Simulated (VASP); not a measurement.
CaF2 (Fluorite): relaxation of the atoms with PBE+D3(BJ)

CaF2 (Fluorite):

```
Ca F
1.0
     0.00000    2.75503    2.75503
     2.75503    0.00000    2.75503
     2.75503    2.75503    0.00000
Ca F
1 2
Direct
  0.00000 0.00000 0.00000
  0.25000 0.25000 0.25000
  0.75000 0.75000 0.75000
```

The cell isn't the ideal one: a relaxed cell with its volume scaled by 1.02.

```yaml
Program: VASP 6.6.1
Task: relaxation of the atoms
Functional: PBE
Dispersion: D3(BJ)
Potentials_or_basis: VASP PAW PBE potentials, release 64 (Ca_sv, F)
Cutoff: 600 eV
k_mesh: 8 × 8 × 8
Occupations: gaussian, width 0.03 eV
Spin: no spin polarisation
Further_INCAR_settings: ALGO = Normal; EDIFF = 1e-07; IBRION = 2; EDIFFG = -0.01; NSW = 40
```

The pressure after relaxing is -1.6 GPa and the band gap on the k mesh is 7.13 eV, indirect (least direct gap 7.38 eV). The dispersion energy per atom is -0.152 eV.

Final structure:
```cif
data_structure
_symmetry_space_group_name_H-M 'P 1'
_symmetry_Int_Tables_number 1
_cell_length_a 3.8962
_cell_length_b 3.8962
_cell_length_c 3.8962
_cell_angle_alpha 60.000
_cell_angle_beta 60.000
_cell_angle_gamma 60.000
_cell_volume 41.82
loop_
_atom_site_label
_atom_site_type_symbol
_atom_site_fract_x
_atom_site_fract_y
_atom_site_fract_z
_atom_site_occupancy
Ca1 Ca 0.00000 0.00000 0.00000 1
F1 F 0.25000 0.25000 0.25000 1
F2 F 0.75000 0.75000 0.75000 1
```

Levels at points of the mesh, in eV from the valence-band top:
| k point | band 10 | band 11 | band 12 | band 13 | band 14 | band 15 |
| --- | --- | --- | --- | --- | --- | --- |
| (0.00, 0.00, 0.00) | -0.25 | -0.25 | -0.25 | 7.13 | 9.06 | 9.06 |
| (0.50, 0.00, 0.00) | -1.20 | -0.82 | -0.82 | 9.27 | 9.27 | 9.58 |
| (0.50, 0.50, 0.00) | -0.35 | -0.35 | 0.00 | 8.04 | 9.37 | 9.94 |

Wall time 15 s on 1 thread of Intel(R) Xeon(R) 6975P-C (Granite Rapids), with other jobs on the host, peak memory 0.19 GiB.

Caveat: the relaxation stopped at its first step, so nothing moved. A k mesh can miss the band edges.
